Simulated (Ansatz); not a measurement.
# Zr: LAPW beside PAW

Aim: solve Zr at one geometry with LAPW, all electrons, PAW with frozen cores and datasets made for this crystal, and see where they agree.

This is Zr in the fcc structure; at room conditions it is hcp.

Computed with Ansatz 0.2.0 (DFT PBE, scalar-relativistic, unless a step's input says otherwise).

1 further run of the same task is left out (set aside as unsound or not needed).

**1. The structure to begin with**

It takes space group Fm-3m (No. 225, cubic). The conventional cell has a = 4.510 Å, b = 4.510 Å, c = 4.510 Å, α = 90.00°, β = 90.00°, γ = 90.00°. Zr (site symmetry m-3m) has 12 Zr at 3.19 Å as nearest neighbours.

Structure file:

```xyz
1
Lattice="0.0000 2.2550 2.2550 2.2550 0.0000 2.2550 2.2550 2.2550 0.0000" Properties=species:S:1:pos:R:3 pbc="T T T"
Zr    0.0000    0.0000    0.0000
```

The cell is a deposited one (Crystallography Open Database entry 1534901); the temperature and pressure of the measurement aren't taken into account, and nothing was relaxed.

**2. LAPW, all electrons**

Contents of input.yaml:

```yaml
crystal:
  lattice:
    - [0.0, 2.255, 2.255]
    - [2.255, 0.0, 2.255]
    - [2.255, 2.255, 0.0]
  atoms:
    - { symbol: Zr, position: [0.0, 0.0, 0.0] }
kpoints:
  mp_grid: { grid: [13, 13, 13] }
  band_path:
    path:
      - [0.0, 0.0, 0.0]
      - [0.5, 0.0, 0.5]
      - [0.625, 0.25, 0.625]
      - [0.375, 0.375, 0.75]
      - [0.0, 0.0, 0.0]
      - [0.5, 0.5, 0.5]
      - [0.5, 0.25, 0.75]
      - [0.5, 0.0, 0.5]
    npoints: 8
scf:
  occupations: { method: fermi_dirac, width: 0.05 }
hamiltonian:
  xc: pbe
  pseudopotentials: { kind: all_electron, lapw: { basis_error: 0.0005 } }
output:
  forces: true
  stress: true
  eigenvalues: true
  populations: true
  dos: { projected: true, de: 0.2, e_range: [-14, 8] }
```

The run is started by

```console
ansatz run input.yaml --threads 1 --pin off --max-ram 2048MiB --backend cpu --events-out ev --progress --plain --runs-dir out
```

**3. PAW with frozen cores**

Changes to input.yaml since step 2:

```diff
@@ -24,3 +24,3 @@
   xc: pbe
-  pseudopotentials: { kind: all_electron, lapw: { basis_error: 0.0005 } }
+  pseudopotentials: { kind: paw }
 output:
@@ -29,3 +29,9 @@
   eigenvalues: true
+  efg: { contact_densities: true }
   populations: true
+  bader: true
   dos: { projected: true, de: 0.2, e_range: [-14, 8] }
+  write_density: true
+  write_potential: true
+  elf: true
+  volumetric_format: npy
```

**4. Datasets made for this crystal**

Changes to input.yaml since step 3:

```diff
@@ -24,3 +24,3 @@
   xc: pbe
-  pseudopotentials: { kind: paw }
+  pseudopotentials: { kind: all_electron, datasets: crystal }
 output:
@@ -30,8 +30 @@
   efg: { contact_densities: true }
-  populations: true
-  bader: true
-  dos: { projected: true, de: 0.2, e_range: [-14, 8] }
-  write_density: true
-  write_potential: true
-  elf: true
-  volumetric_format: npy
```

(Steps that only read results are left out.)

**Question.** What will these runs give? Wanted: pressure; gap; highest ELF.

The runs gave:

| quantity | value |
| --- | --- |
| pressure | LAPW 1.19, PAW 1.17, crystal datasets 1.19 GPa |
| gap (LAPW) | none |
| highest ELF (PAW) | 0.73, 2.25 Å from Zr |

In words: At this geometry the cell is under compression of 1.2 GPa, so it would expand if let go. Bands cross the Fermi level: the crystal is a metal at this level. Within 0.3 eV of the Fermi level the largest projected share is Zr 4d (91 %). The projection holds only the free atom's occupied shells (Zr 5s, Zr 4d in this range). PAW lies -0.02 GPa from LAPW in pressure.
